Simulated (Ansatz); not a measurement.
# Al (Fm-3m) in Ansatz: equation of state

Aim: energy against volume of Al in PBEsol, for its equilibrium volume and stiffness.

All numbers are computed with Ansatz 0.2.0; they aren't measurements. Logs are shortened: lines on timing, memory, paths and dates and some standing lists are left out, and cuts for length are marked.

**What was measured.**

From “The interpretation of polycrystalline coherent inelastic neutron scattering from aluminium”, 2013, pmc:3831299, for a bulk crystal of Al: bulk modulus 76.9 GPa.

How close the calculation comes is told below.

## Step 1: The structure

The structure is cubic, space group Fm-3m (No. 225). Conventional cell: a = 4.050 Å, b = 4.050 Å, c = 4.050 Å, α = 90.00°, β = 90.00°, γ = 90.00°. Al (site symmetry m-3m) has 12 Al at 2.86 Å as nearest neighbours.

## Step 2: Equation of state, PBEsol

Potentials or basis: all-electron LAPW, scalar-relativistic.

No new run: the results of the series are fitted here.

What came out:

* Equilibrium volume: 16.20 Å³/atom
* Bulk modulus: 83 GPa
* Pressure derivative of the bulk modulus: 4.4

Energy against volume, from the lowest point:
| volume (Å³/atom) | energy (meV/atom) |
| --- | --- |
| 15.607 | 6.00 |
| 15.939 | 1.07 |
| 16.271 | 0.00 |
| 16.603 | 2.38 |
| 16.935 | 7.83 |
| 17.267 | 16.08 |
| 17.599 | 26.79 |

## Step 3: Comparison with measurements

Step 2. A measured bulk modulus of Al is 76.9 GPa (quoted in “The interpretation of polycrystalline coherent inelastic neutron scattering from aluminium”, 2013, pmc:3831299); the calculated 83 GPa misses it by +7.9 %. The fit is for a static lattice scaled at fixed shape and fixed fractional positions. The cell as given is a measured one (16.60 Å³/atom); PBEsol puts the equilibrium volume -2.4 % from it, thermal expansion not counted.
